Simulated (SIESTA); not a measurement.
The system is TiO2.

```
Ti O
1.0
     4.59984    0.00000    0.00000
     0.00000    4.59984    0.00000
     0.00000    0.00000    2.95921
Ti O
2 4
Direct
  0.00000 0.00000 0.50000
  0.50000 0.50000 0.00000
  0.30432 0.30432 0.50000
  0.19568 0.80432 0.00000
  0.80432 0.19568 0.00000
  0.69568 0.69568 0.50000
```

The cell is a database's computed one.

Program: SIESTA 5.4.2. Alike in all runs: no spin polarisation; cell as given; k mesh 6 × 6 × 9; smearing fermi-dirac 0.05 eV; grid cutoff 800 Ry.

Q: Order these runs on this cell by their pressure, lowest first.
A. level PBE+U; potentials or basis PseudoDojo 0.4 standard (PBE files), DZP (energy shift 0.003 Ry; two zetas on semicore shells); U Ti d U = 2 eV; hubbard projector method 1; U from the first cycle yes; energy shift 0.003 Ry
B. level PBE; potentials or basis PseudoDojo 0.4 standard (PBE files), DZP (energy shift 0.01 Ry); energy shift 0.01 Ry
C. level PBEsol; potentials or basis PseudoDojo 0.4 standard (PBEsol files), DZP (energy shift 0.003 Ry; two zetas on semicore shells); energy shift 0.003 Ry
D. level PBE+U; potentials or basis PseudoDojo 0.4 standard (PBE files), DZP (energy shift 0.003 Ry; two zetas on semicore shells); U Ti d U = 8 eV; hubbard projector method 1; U from the first cycle yes; energy shift 0.003 Ry
E. level PBE+U; potentials or basis PseudoDojo 0.4 standard (PBE files), DZP (energy shift 0.003 Ry; two zetas on semicore shells); U Ti d U = 4 eV; hubbard projector method 1; U from the first cycle yes; energy shift 0.003 Ry

A: C (0.4 GPa), B (4.5 GPa), A (11.3 GPa), E (15.4 GPa), D (23.8 GPa).

Caveats: the basis of atomic orbitals isn't converged, which shifts pressures, moduli and gaps; semicore shells carry a single zeta, which can move pressures by several GPa and volumes by a few percent (some runs).
